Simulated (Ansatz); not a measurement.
The system is Ta.

```xyz
1
Lattice="-1.6513 1.6513 1.6513 1.6513 -1.6513 1.6513 1.6513 1.6513 -1.6513" Properties=species:S:1:pos:R:3 pbc="T T T"
Ta    0.0000    0.0000    0.0000
```

| Quantity | Value |
| --- | --- |
| Program | Ansatz 0.2.0 |
| Task | relaxation of cell and atoms |
| Functional | HSE03 |
| Potentials or basis | Ansatz PAW polarizable |
| Cutoff | 420 eV (not typed: the program's choice for these potentials) |
| k mesh | 7 × 7 × 7 |
| Occupations | gaussian, width 0.05 eV |
| Spin | no spin polarisation |
| Hubbard terms | Ta d U = 4.0 eV |

At the start: volume 18.01 Å³/atom.

Question: Where does the relaxation end?

Answer: It ends after 4 steps and the volume is 18.32 Å³/atom (+1.7 %); space group Im-3m (No. 229, to 0.05 Å).

The path:
| step | energy change (eV) | largest force (eV/Å) | volume (Å³) |
| --- | --- | --- | --- |
| 1 | 0.0000 | 0.0000 | 18.01 |
| 2 | -0.0034 | 0.0000 | 18.35 |
| 3 | -0.0034 | 0.0000 | 18.32 |
| 4 | -0.0035 | 0.0000 | 18.32 |

Final structure:
```
CELL_PARAMETERS angstrom
-1.66073 1.66073 1.66073
1.66073 -1.66073 1.66073
1.66073 1.66073 -1.66073
ATOMIC_POSITIONS crystal
Ta 0.00000 0.00000 0.00000
```

Caveat: the k mesh is coarse (spacing up to 0.38 Å⁻¹), so the values aren't converged, least of all with exact exchange; the plane-wave basis is chosen anew once the cell has moved, so the energies of steps on either side of that aren't comparable; U without spin polarisation on a metal has little footing; the PAW data sets come from PBE, with cores solved anew for the run's functional, which leaves a small shift of forces and pressure; the U is typed as a test and isn't derived for this compound.
